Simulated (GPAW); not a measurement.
AlN:

```xyz
2
Lattice="0.0000 2.1840 2.1840 2.1840 0.0000 2.1840 2.1840 2.1840 0.0000" Properties=species:S:1:pos:R:3 pbc="T T T"
Al    0.0000    0.0000    0.0000
N     1.0920    1.0920    1.0920
```

Measurements of this composition are mostly on another form, of space group No. 186.

Base run:

```yaml
Program: GPAW 26.7.0
Functional: PBE
Potentials_or_basis: GPAW PAW data sets (gpaw-data 1.2.1)
Cutoff: 800 eV
Basis: pw
k_mesh: 10 × 10 × 10
Occupations: fermi-dirac, width 0.05 eV
Spin: no spin polarisation
```

Its results: band gap on the k mesh 3.31 eV, indirect (least direct gap 4.20 eV).

Q: The run is repeated on the same cell with these changes: functional from PBE to GLLB-SC; potentials or basis from GPAW PAW data sets (gpaw-data 1.2.1) to the program's PAW data sets (release 1.2.1) made for this functional. What comes out?

A: Band gap on the k mesh with the derivative discontinuity 6.01 eV.

Caveats: the GLLB-SC gap is the Kohn-Sham gap of the path plus the derivative discontinuity (some runs); a model potential gives levels but no total energy (some runs).

A k mesh can miss the band edges.
